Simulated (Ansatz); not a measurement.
## TiC in Ansatz: the effect of functional

The system is TiC.

```
Ti C
1.0
     0.00000    2.18006    2.18006
     2.18006    0.00000    2.18006
     2.18006    2.18006    0.00000
Ti C
1 1
Direct
  0.00000 0.00000 0.00000
  0.50000 0.50000 0.50000
```

The cell is a database's computed one.

The cell isn't the ideal one: volume scaled by 1.02.

Alike in all runs:

| Item | Value |
| --- | --- |
| Program | Ansatz 0.2.0 |
| Task | single point |
| Potentials or basis | Ansatz PAW |
| k mesh | 11 × 11 × 11 |
| Occupations | fermi-dirac, width 0.05 eV |
| Spin | no spin polarisation |

```tsv
functional	cutoff	pressure (GPa)
LDA	420 eV (not typed: the program's choice for these potentials)	?
r2SCAN	500 eV (not typed: the program's choice for these potentials)	-5.6
PBE	420 eV (not typed: the program's choice for these potentials)	-4.5
```

Q: What does the run with functional LDA give?

A: Pressure -16.9 GPa.

Caveats: the PAW data sets come from PBE, with cores solved anew for the run's functional, which leaves a small shift of forces and pressure (some runs).
